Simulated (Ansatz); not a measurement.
## Be: which structure is lowest?

All numbers below come from DFT, RPBE, plane waves (420 eV) with PAW, scalar-relativistic in Ansatz 0.2.0. (PAW data from PBE, frozen cores regenerated.)

Each structure is relaxed within its own symmetry, so a high-lying one may be dynamically unstable.

```tsv
structure	ΔE (meV/atom)	V (Å³/atom)	cell	magnetic state
hcp	0	8.11	a = 2.286 Å, c = 3.587 Å (c/a = 1.569)	spin not included
dhcp	34	8.11	a = 2.275 Å, c = 7.236 Å (c/a = 3.181)	spin not included
fcc	84	8.10	a = 3.187 Å	spin not included
bcc	104	8.04	a = 2.524 Å	spin not included
A15	106	8.29	a = 4.048 Å	spin not included
omega (AlB2-type)	186	8.29	a = 3.599 Å, c = 2.216 Å (c/a = 0.616)	spin not included
simple cubic	976	10.53	a = 2.192 Å	spin not included
diamond	1589	15.10	a = 4.943 Å	spin not included
```

ΔE counts from hcp.

Differences under about 8 meV lie within the error of the k-point mesh.
